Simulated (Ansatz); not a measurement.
# In (P6_3/mmc) in Ansatz: notebook

One crystal, In, is run at these levels: PBE0; tasks: single point, equation of state.

All numbers are computed with Ansatz 0.2.0; they aren't measurements. Logs are shortened: lines on timing, memory, paths and dates and some standing lists are left out, and cuts for length are marked.

## 1. Starting point

It takes space group P6_3/mmc (No. 194, hexagonal). Conventional cell: a = 3.335 Å, b = 3.335 Å, c = 5.509 Å, α = 90.00°, β = 90.00°, γ = 120.00°. In (site symmetry -6m2) is surrounded by 12 In at 3.34 to 3.36 Å.

This isn't the form of In at room conditions, which is tetragonal.

## 2. Single point, PBE0, 24.95 Å³/atom (volume scaled by 0.94)

input reads:

```
crystal:
  lattice:
    - [3.2673945583, 0.0, 0.0]
    - [-1.6336972791, 2.8296466917, 0.0]
    - [0.0, 0.0, 5.3966798754]
  atoms:
    - { symbol: In, position: [0.6666666667, 0.3333333333, 0.75] }
    - { symbol: In, position: [0.3333333333, 0.6666666667, 0.25] }
hamiltonian:
  xc: pbe0
  pseudopotentials: { kind: paw }
kpoints:
  mp_grid: { grid: [6, 6, 4] }
scf:
  occupations: { method: fermi_dirac, width: 0.05 }
output:
  forces: true
  stress: true
  eigenvalues: true
```

Potentials or basis: Ansatz PAW.

The program printed:

```text
Warning: output.stress: scf.convergence.dr2_threshold = 1e-7 eV (the SCF's general default) is looser than the 2e-10 eV advised for a printed stress (1e-10 eV for each atom of the cell: 2). What an SCF threshold leaves in a stress goes as its square root, and in the free energy as the threshold itself, and one threshold admits the most on a small cell: of the crystals measured, under no hybrid functional and no lock of the moments, on runs that ended without the residual-converged pass, on stresses that held no estimate of that error, the worst erred by over 100 MPa in a component at 1e-7 eV an atom and by under 5 at 1e-10. Set scf.convergence.dr2_threshold to 2e-10 eV or tighter. The threshold is an SCF's pass mark: one that does not reach it within its budget of iterations ends unconverged, or closes short of it on a stop that the run arms, and scf.convergence.dr2_threshold's page says what that costs each kind of run
Warning: output.stress: scf.exx.energy_threshold = 1e-6 eV is looser than the 2e-8 eV advised for a stress under a hybrid functional (1e-8 eV for each atom of the cell: 2). Every SCF of the exchange loop can meet its threshold on dr2 while the loop round them stops early: no threshold on dr2 bounds what that leaves in the stress. Set scf.exx.energy_threshold to 2e-8 eV or tighter. The threshold is the loop's pass mark: a loop that does not reach it within its budget of cycles ends unconverged, and scf.exx.energy_threshold's page has the law
GPUs: using 1 of 1 available (devices: 1).
Engine: ansatz 0.2.0, x86_64-unknown-linux-gnu
Pseudopotentials: kind: paw
Pseudopotential: In, paw, valence charge 13, recommended cutoff 420 eV (normal), In.paw.azcp
Functional definition: PBE0
  parameter a = 0.25
  parameter kappa = 0.804
  parameter beta = 0.06672455060314922
  exchange = (1 - a)*pbe_x(kappa = kappa, mu = beta*pi^2/3) + a*exact_x
  correlation = pbe_c(beta = beta)
device memory: the entry about to start is reckoned to put 0.5 GiB on a device that reports 49.4 GiB free (of which the cap on the GPU budget leaves the run 18.0 GiB)
GPU FFT provider: cuFFT
GPU libraries: cuBLAS 13.8.2, cuFFT 12.4.0, cuSOLVER 12.3.4
Crystal: 2 atoms, lattice volume = 49.895 Å³
Basis set: ecut = 420 eV, 991 PW (Γ), exchange–correlation on 48×48×80 points (8 copies of the dense FFT grid, shifted against one another)
Bands: 17, of which v1, the nominal top of the filled ones, is band 13 counted from 1 (12 counted from 0)
Symmetry: 24 space group operations
Space group: P63/mmc (ITA 194), of the structure as read, at distance tolerance 3.7e-5 Å
k-points: 21 of 144
Non-local potential: In, projectors of the file, l = 0: 2, l = 1: 2, l = 2: 2, l = 3: 2
PAW form: soft (Blöchl's): semilocal exchange-correlation on the pseudo side does not see the compensation charge
PAW frozen core: In, regenerated for the run's functional, and the local potential with it (the file was generated under x = pbe(κ = 0.804, μ = 0.2195149727645171), c = pbe(β = 0.06672455060314922))
PAW one-centre angular grid: In, 590 points (default); XC on 64 Gauss nodes
Initial density: superposition of atomic densities (neutral atoms: chi_scale 0, normalization atom), corrected by the library's trained network
Initial wavefunctions: pseudopotential atomic-orbital guess
GPU buffer pool allocated for 23040 grid points (all kernels)
GPU transforms: local potential and band sums: pruned to the plane-wave sphere, on 24×24×40
Functional: x = pbe(κ = 0.804, μ = 0.2195149727645171), c = pbe(β = 0.06672455060314922), warm-up for x = 0.75 pbe(κ = 0.804, μ = 0.2195149727645171) + 0.25 exact, c = pbe(β = 0.06672455060314922)
SCF iter   1: F=—  HF=-11195.655052 eV  |F-HF|=—  |Δ(HF+E_count)|=         —  Δρ=1.95e-3  dr2=1.02e-3  ethr=1.77e-3  ⟨swp⟩=6.8  Hψ=1577  notcnv=0
preconditioner: auto → none  [insulator: Δε(μ)=0.193 eV  Ē_g=16.226 eV  σ=0.050 eV  W_gap=0.67  n_scr=10 (ndim 8)  ℏωp=26.8 eV  f_vac=0.000  D(μ)=0.75/eV (n_scr^D=2)]
SCF iter   2: F=—  HF=-11195.655449 eV  |F-HF|=—  |Δ(HF+E_count)|=   3.97e-4  Δρ=7.19e-4  dr2=1.61e-4  ethr=3.91e-6  ⟨swp⟩=5.3  Hψ=1215  notcnv=0  defer=4
iter 3 solved again at ethr=4.70e-8 eV; its pass at ethr=6.21e-7 eV (dr2=1.22e-5 eV) is discarded
SCF iter   3: F=—  HF=-11195.655498 eV  |F-HF|=—  |Δ(HF+E_count)|=   4.92e-5  Δρ=1.99e-4  dr2=1.07e-5  ethr=4.70e-8  ⟨swp⟩=4.0  Hψ=1439  notcnv=0
eigensolver tolerance schedule: the retry pair's looser diagonalisation over-reported the residual by 0.15 of it (diagonalisation noise at 0.16 of the residual, at the tolerance the schedule requests for it); recorded, not acted on — ethr = c·dr2/N_el stays at c = 1.0e-1
SCF iter   4: F=—  HF=-11195.655498 eV  |F-HF|=—  |Δ(HF+E_count)|=   3.01e-7  Δρ=1.70e-5  dr2=8.70e-8  ethr=4.10e-8  ⟨swp⟩=2.0  Hψ=1461  notcnv=0
SCF iter   5: F=—  HF=-11195.655498 eV  |F-HF|=—  |Δ(HF+E_count)|=   1.01e-7  Δρ=4.11e-6  dr2=7.33e-9  ethr=3.35e-10  ⟨swp⟩=4.3  Hψ=872  notcnv=0
SCF iter   6: F=-11195.655498 eV  HF=-11195.655498 eV  |F-HF|=2.36e-11  |Δ(HF+E_count)|=  8.66e-10  Δρ=4.24e-7  dr2=5.03e-11  ethr=2.82e-11  ⟨swp⟩=4.0  Hψ=1003  notcnv=0
SCF 1 converged in 6 iterations: F = -11195.655498 eV  dr2 = 5.03e-11
device memory: the entry about to start is reckoned to put 1.1 GiB on a device that reports 42.7 GiB free (of which the cap on the GPU budget leaves the run 18.0 GiB)
GPU FFT provider: cuFFT
GPU libraries: cuBLAS 13.8.2, cuFFT 12.4.0, cuSOLVER 12.3.4
Initial density: handed on by an earlier stage of this run
Initial wavefunctions: those handed on with the density
GPU buffer pool allocated for 23040 grid points (all kernels)
GPU transforms: local potential and band sums: pruned to the plane-wave sphere, on 24×24×40
Functional: x = 0.75 pbe(κ = 0.804, μ = 0.2195149727645171) + 0.25 exact, c = pbe(β = 0.06672455060314922)
Exchange kernel: α = 0.2500, full range, Wigner–Seitz truncation, v(0) = 12785.4628 eV·Å³, q-mesh 6×6×4, nearest image of the exchange supercell L = 19.60 Å, pair-density grid 15×15×24, without the augmentation charges, whose exchange is taken in its separable form by FFT convolution over the k-point mesh (sized by the pseudopotential files, 20×20×40 at the most), smooth part of the exact exchange by density-matrix convolution in up to 2.25 GiB of GPU memory as planned if the GPU has room (build and FFT work areas not counted)
Frozen-core exchange: fock
iter 1 solved again at ethr=4.46e-5 eV; its pass at ethr=1.00e-1 eV (dr2=1.16e-2 eV) is discarded
SCF iter   1: F=—  HF=-11201.970406 eV  |F-HF|=—  |Δ(HF+E_count)|=         —  Δρ=5.74e-3  dr2=1.03e-2  ethr=4.46e-5  ⟨swp⟩=4.7  Hψ=1980  notcnv=0
preconditioner: auto → none  [insulator: Δε(μ)=0.557 eV  Ē_g=19.149 eV  σ=0.050 eV  W_gap=0.87  n_scr=10 (ndim 8)  ℏωp=26.8 eV  f_vac=0.000  D(μ)=0.24/eV (n_scr^D=0)]
SCF iter   2: F=—  HF=-11201.967528 eV  |F-HF|=—  |Δ(HF+E_count)|=   2.88e-3  Δρ=1.33e-3  dr2=1.27e-3  ethr=3.66e-5  ⟨swp⟩=3.0  Hψ=890  notcnv=0
SCF iter   3: F=—  HF=-11201.967624 eV  |F-HF|=—  |Δ(HF+E_count)|=   9.61e-5  Δρ=4.76e-4  dr2=8.69e-4  ethr=1.85e-6  ⟨swp⟩=3.0  Hψ=700  notcnv=0
SCF iter   4: F=—  HF=-11201.974215 eV  |F-HF|=—  |Δ(HF+E_count)|=   6.59e-3  Δρ=8.73e-4  dr2=2.19e-4  ethr=2.41e-7  ⟨swp⟩=5.1  Hψ=1451  notcnv=0
SCF iter   5: F=—  HF=-11201.974162 eV  |F-HF|=—  |Δ(HF+E_count)|=   5.28e-5  Δρ=4.41e-5  dr2=2.95e-5  ethr=2.41e-7  ⟨swp⟩=3.0  Hψ=877  notcnv=0
SCF iter   6: F=-11201.974320 eV  HF=-11201.974322 eV  |F-HF|=1.30e-6  |Δ(HF+E_count)|=   1.59e-4  Δρ=1.43e-4  dr2=6.41e-6  ethr=1.29e-9  ⟨swp⟩=5.9  Hψ=1582  notcnv=0  defer=1
SCF 2 stopped early in 6 iterations: F = -11201.974320 eV  dr2 = 6.41e-6
hybrid outer 1: dexx = +7.562e-3 eV, tail = 2.38e-5 eV
GPU FFT provider: cuFFT
GPU libraries: cuBLAS 13.8.2, cuFFT 12.4.0, cuSOLVER 12.3.4
GPU buffer pool allocated for 23040 grid points (all kernels)
GPU transforms: local potential and band sums: pruned to the plane-wave sphere, on 24×24×40
Exchange kernel: α = 0.2500, full range, Wigner–Seitz truncation, v(0) = 12785.4628 eV·Å³, q-mesh 6×6×4, nearest image of the exchange supercell L = 19.60 Å, pair-density grid 15×15×24, without the augmentation charges, whose exchange is taken in its separable form by FFT convolution over the k-point mesh (sized by the pseudopotential files, 20×20×40 at the most), smooth part of the exact exchange by density-matrix convolution in up to 2.25 GiB of GPU memory as planned if the GPU has room (build and FFT work areas not counted)
Frozen-core exchange: fock
SCF iter   1: F=—  HF=-11201.974058 eV  |F-HF|=—  |Δ(HF+E_count)|=         —  Δρ=4.43e-5  dr2=4.96e-6  ethr=4.58e-7  ⟨swp⟩=3.9  Hψ=768  notcnv=0
preconditioner: auto → none  [insulator: Δε(μ)=0.640 eV  Ē_g=19.083 eV  σ=0.050 eV  W_gap=0.87  n_scr=10 (ndim 8)  ℏωp=26.8 eV  f_vac=0.000  D(μ)=0.24/eV (n_scr^D=0)]
SCF iter   2: F=—  HF=-11201.974058 eV  |F-HF|=—  |Δ(HF+E_count)|=   4.07e-7  Δρ=1.10e-5  dr2=4.26e-6  ethr=2.87e-9  ⟨swp⟩=4.1  Hψ=1184  notcnv=0
SCF iter   3: F=—  HF=-11201.974150 eV  |F-HF|=—  |Δ(HF+E_count)|=   9.25e-5  Δρ=8.49e-6  dr2=7.85e-8  ethr=2.16e-10  ⟨swp⟩=5.2  Hψ=1330  notcnv=0  defer=1
SCF iter   4: F=—  HF=-11201.974150 eV  |F-HF|=—  |Δ(HF+E_count)|=   1.27e-8  Δρ=5.29e-6  dr2=3.99e-8  ethr=1.68e-10  ⟨swp⟩=3.0  Hψ=840  notcnv=0
SCF iter   5: F=—  HF=-11201.974150 eV  |F-HF|=—  |Δ(HF+E_count)|=   3.10e-9  Δρ=1.24e-6  dr2=3.29e-8  ethr=2.78e-11  ⟨swp⟩=3.4  Hψ=908  notcnv=0
SCF iter   6: F=-11201.974151 eV  HF=-11201.974151 eV  |F-HF|=1.10e-9  |Δ(HF+E_count)|=   2.34e-7  Δρ=1.88e-6  dr2=3.27e-9  ethr=1.00e-12  ⟨swp⟩=5.7  Hψ=1316  notcnv=0
SCF 3 converged in 6 iterations: F = -11201.974151 eV  dr2 = 3.27e-9
  Residual-converged pass: ⟨swp⟩=2.0  Hψ=500  notcnv=0  max |occ|·‖R‖ = 2.4e-6 eV (tolerance 2.4e-6 eV)  dr2=3.28e-9  dr2_onsite=1.19e-10  max |Δocc| = 1.9e-13
hybrid outer 2: dexx = +2.541e-7 eV, tail = 9.03e-9 eV, Δε = 2.27e-3 eV (about 7.90e-5 eV left of the loop's levels)
hybrid SCF converged: 2 outer / 12 inner (+6 warm-up), last move |dexx| = 2.54e-7 eV, tail = 9.03e-9 eV
Stability not checked: this state was not tested for a lower state beside it, because the functional holds exact exchange (a hybrid, or Hartree-Fock), whose exchange loop this test does not read (fock_operator; see scf.lower_state_search)
Free energy (F): -11201.974151 eV
Frozen-core exchange: fock
Harris-Foulkes:  -11201.974151 eV  (|F-HF|=1.10e-9)
Internal energy: -11201.972053 eV  (E = F + TS)
E sigma→0 (E₀):  -11201.973102 eV
Entropy (-TS):   -0.002097 eV (-1.049 meV/atom)
Fermi energy:    10.971256 eV
--- Per-component energies (eV) ---
  E_band       = -86.723348
  E_kinetic    = 484.238592
  E_local      = -2093.686767  (includes V_loc(G=0)·N_el)
  E_nonlocal   = 732.046381
  E_hartree    = 824.962526
  E_xc         = -332.107205
  E_vxc        = -154.765154  (∫ρ·V_xc dr)
  E_exx        = -74.795432  (= α·E_x^exact, valence–valence)
  E_paw        = -8338.326431  (= ΣΔE_a)
  E_vpaw       = -554.891181  (= ΣTr[D̂ρ^β])
  E_aug_tail   = 0.000053  (compensation charges beyond the density's cutoff)
  E_ewald      = -2405.350388
  E_core_change = 1.046619  (= ΣΔE_core)
  E_smearing   = -0.002097  (= −TS)
  E_closure    = 0.000000  (closes the sum)
  Σ components = -11201.974151   (vs F -11201.974151, Δ=0.00e0)
--- Forces (eV/Å), atoms counted from 1 ---
  atom   1  In    -0.00000000     0.00000000     0.00000000
  atom   2  In     0.00000000     0.00000000     0.00000000
  max |Σ_I F_I| component: 0.00e0 eV/Å
--- Stress (GPa, compression-positive) ---
        2.497346       0.000000       0.000000
       -0.000000       2.497346       0.000000
        0.000000       0.000000       4.058413
  P = ⅓ Tr σ = 3.0177 GPa (30.177 kbar)
--- Band table (eV; the first three rows and the last of 21) ---
  k-point 0: bands = ["-6.3910", "-6.3130", "-6.2570", "-6.2570", "-6.2241", "-6.2241", "-6.1532", "-6.1532", "-5.9400", "-5.9400", "-0.7195", "5.4228", "6.2971", "20.9652", "20.9652", "22.8891", "22.8891"]
  k-point 1: bands = ["-6.3740", "-6.3179", "-6.2758", "-6.2758", "-6.2425", "-6.2425", "-6.0982", "-6.0982", "-5.9577", "-5.9577", "-0.3220", "2.9254", "9.6688", "19.3290", "21.2866", "21.2866", "22.7624"]
  k-point 2: bands = ["-6.3401", "-6.3401", "-6.2730", "-6.2730", "-6.2730", "-6.2730", "-6.0139", "-6.0139", "-6.0139", "-6.0139", "0.8814", "0.8814", "14.5511", "14.5511", "22.0964", "22.0964", "22.0964"]
  k-point 20: bands = ["-6.3592", "-6.3592", "-6.2119", "-6.2119", "-6.1155", "-6.1155", "-6.0967", "-6.0967", "-5.9333", "-5.9333", "8.1532", "8.1532", "8.9707", "8.9707", "10.1003", "10.1003", "19.8031"]
```

Run time: 32 s. Hardware: 1 × NVIDIA H100 80GB HBM3 with 2 threads of AMD EPYC 7R13 (Zen 3), shared host; peak memory 1.9 GiB.

What came out:

* Free energy: -11201.9742 eV
* Pressure: 3.0 GPa
* Band gap on the k mesh: none (metal or under the smearing width)

Caveat: the k mesh is coarse (spacing up to 0.37 Å⁻¹), so the values aren't converged, least of all with exact exchange; the PAW data sets come from PBE, with cores solved anew for the run's functional, which leaves a small shift of forces and pressure; the thresholds are loose for stress.

## 3. Single point, PBE0, 25.48 Å³/atom (volume scaled by 0.96)

input, as its differences from that of step 2:

```diff
@@ -2,5 +2,5 @@
   lattice:
-    - [3.2673945583, 0.0, 0.0]
-    - [-1.6336972791, 2.8296466917, 0.0]
-    - [0.0, 0.0, 5.3966798754]
+    - [3.2904051372, 0.0, 0.0]
+    - [-1.6452025686, 2.8495744376, 0.0]
+    - [0.0, 0.0, 5.4346859154]
   atoms:
```

Potentials or basis: Ansatz PAW.

It took 26 s on 1 × NVIDIA H100 80GB HBM3 with 2 threads of AMD EPYC 7R13 (Zen 3), shared host; peak memory 2 GiB.

Results (log left out):

```yaml
Free_energy: -11201.9903 eV
Pressure: 1.9 GPa
Band_gap_on_the_k_mesh: none (metal or under the smearing width)
```

Caveat: the k mesh is coarse (spacing up to 0.37 Å⁻¹), so the values aren't converged, least of all with exact exchange; the PAW data sets come from PBE, with cores solved anew for the run's functional, which leaves a small shift of forces and pressure; the thresholds are loose for stress.

## 4. Single point, PBE0, 26.01 Å³/atom (volume scaled by 0.98)

input, as its differences from that of step 3:

```diff
@@ -2,5 +2,5 @@
   lattice:
-    - [3.2904051372, 0.0, 0.0]
-    - [-1.6452025686, 2.8495744376, 0.0]
-    - [0.0, 0.0, 5.4346859154]
+    - [3.3130983036, 0.0, 0.0]
+    - [-1.6565491518, 2.8692272962, 0.0]
+    - [0.0, 0.0, 5.4721676924]
   atoms:
```

Run time: 30 s. Hardware: 1 × NVIDIA H100 80GB HBM3 with 2 threads of AMD EPYC 7R13 (Zen 3), shared host; peak memory 2 GiB.

It converged, with:

| Item | Value |
| --- | --- |
| Free energy | -11201.9992 eV |
| Pressure | 0.8 GPa |
| Band gap on the k mesh | none (metal or under the smearing width) |

Caveat: the k mesh is coarse (spacing up to 0.36 Å⁻¹), so the values aren't converged, least of all with exact exchange; the PAW data sets come from PBE, with cores solved anew for the run's functional, which leaves a small shift of forces and pressure; the thresholds are loose for stress.

## 5. Single point, PBE0, 26.54 Å³/atom

input, as its differences from that of step 4:

```diff
@@ -2,5 +2,5 @@
   lattice:
-    - [3.3130983036, 0.0, 0.0]
-    - [-1.6565491518, 2.8692272962, 0.0]
-    - [0.0, 0.0, 5.4721676924]
+    - [3.335484782, 0.0, 0.0]
+    - [-1.667742391, 2.8886145552, 0.0]
+    - [0.0, 0.0, 5.50914292]
   atoms:
@@ -19 +19,5 @@
   eigenvalues: true
+  write_density: true
+  write_potential: true
+  elf: true
+  volumetric_format: npy
```

Run time: 33 s. Hardware: 1 × NVIDIA H100 80GB HBM3 with 2 threads of AMD EPYC 7R13 (Zen 3), shared host; peak memory 2 GiB.

Results (log left out):

- Free energy: -11202.0017 eV
- Pressure: -0.1 GPa
- Band gap on the k mesh: none (metal or under the smearing width)

Caveat: the k mesh is coarse (spacing up to 0.36 Å⁻¹), so the values aren't converged, least of all with exact exchange; the PAW data sets come from PBE, with cores solved anew for the run's functional, which leaves a small shift of forces and pressure; the thresholds are loose for stress.

## 6. Single point, PBE0, 27.07 Å³/atom (volume scaled by 1.02)

input, as its differences from that of step 5:

```diff
@@ -2,5 +2,5 @@
   lattice:
-    - [3.335484782, 0.0, 0.0]
-    - [-1.667742391, 2.8886145552, 0.0]
-    - [0.0, 0.0, 5.50914292]
+    - [3.357574729, 0.0, 0.0]
+    - [-1.6787873645, 2.9077450104, 0.0]
+    - [0.0, 0.0, 5.5456283735]
   atoms:
@@ -19,5 +19 @@
   eigenvalues: true
-  write_density: true
-  write_potential: true
-  elf: true
-  volumetric_format: npy
```

Potentials or basis: Ansatz PAW.

Run time: 23 s. Hardware: 1 × NVIDIA H100 80GB HBM3 with 2 threads of AMD EPYC 7R13 (Zen 3), shared host; peak memory 2.1 GiB.

It converged, with:

| Quantity | Value |
| --- | --- |
| Free energy | -11201.9985 eV |
| Pressure | -0.9 GPa |
| Band gap on the k mesh | none (metal or under the smearing width) |

Caveat: the k mesh is coarse (spacing up to 0.36 Å⁻¹), so the values aren't converged, least of all with exact exchange; the PAW data sets come from PBE, with cores solved anew for the run's functional, which leaves a small shift of forces and pressure; the thresholds are loose for stress.

## 7. Single point, PBE0, 27.60 Å³/atom (volume scaled by 1.04)

input, as its differences from that of step 6:

```diff
@@ -2,5 +2,5 @@
   lattice:
-    - [3.357574729, 0.0, 0.0]
-    - [-1.6787873645, 2.9077450104, 0.0]
-    - [0.0, 0.0, 5.5456283735]
+    - [3.3793777732, 0.0, 0.0]
+    - [-1.6896888866, 2.9266270006, 0.0]
+    - [0.0, 0.0, 5.5816399564]
   atoms:
@@ -19 +19,5 @@
   eigenvalues: true
+  write_density: true
+  write_potential: true
+  elf: true
+  volumetric_format: npy
```

It took 27 s on 1 × NVIDIA H100 80GB HBM3 with 2 threads of AMD EPYC 7R13 (Zen 3), shared host; peak memory 2.2 GiB.

It converged, with:

```yaml
Free_energy: -11201.9903 eV
Pressure: -1.6 GPa
Band_gap_on_the_k_mesh: none (metal or under the smearing width)
```

Caveat: the PAW data sets come from PBE, with cores solved anew for the run's functional, which leaves a small shift of forces and pressure; the thresholds are loose for stress.

## 8. Single point, PBE0, 28.13 Å³/atom (volume scaled by 1.06)

input, as its differences from that of step 7:

```diff
@@ -2,5 +2,5 @@
   lattice:
-    - [3.3793777732, 0.0, 0.0]
-    - [-1.6896888866, 2.9266270006, 0.0]
-    - [0.0, 0.0, 5.5816399564]
+    - [3.4009030527, 0.0, 0.0]
+    - [-1.7004515264, 2.9452684395, 0.0]
+    - [0.0, 0.0, 5.6171927618]
   atoms:
@@ -19,5 +19 @@
   eigenvalues: true
-  write_density: true
-  write_potential: true
-  elf: true
-  volumetric_format: npy
```

It took 25 s on 1 × NVIDIA H100 80GB HBM3 with 2 threads of AMD EPYC 7R13 (Zen 3), shared host; peak memory 2.1 GiB.

Results (log left out):

```
Free energy            : -11201.9777 eV
Pressure               : -2.2 GPa
Band gap on the k mesh : none (metal or under the smearing width)
```

Caveat: the PAW data sets come from PBE, with cores solved anew for the run's functional, which leaves a small shift of forces and pressure; the thresholds are loose for stress.

## 9. Equation of state, PBE0

Potentials or basis: Ansatz PAW.

This step only gathers the single runs of the series.

What came out:

```
Equilibrium volume                        : 26.50 Å³/atom
Bulk modulus at fixed shape and positions : 43 GPa
Pressure derivative of the bulk modulus   : 5.2
```

Energy against volume, from the lowest point:
```csv
volume (Å³/atom),energy (meV/atom)
24.948,13.76
25.478,5.69
26.009,1.24
26.540,0.00
27.071,1.59
27.602,5.68
28.133,11.97
```

Caveat: the k mesh is coarse (spacing up to 0.36 Å⁻¹), so the values aren't converged, least of all with exact exchange; the cell was scaled at fixed shape and fractional positions, which overstates the stiffness of a crystal with free parameters, most of all of layers and chains; the PAW data sets were made with another functional, which shifts forces and pressure a little.
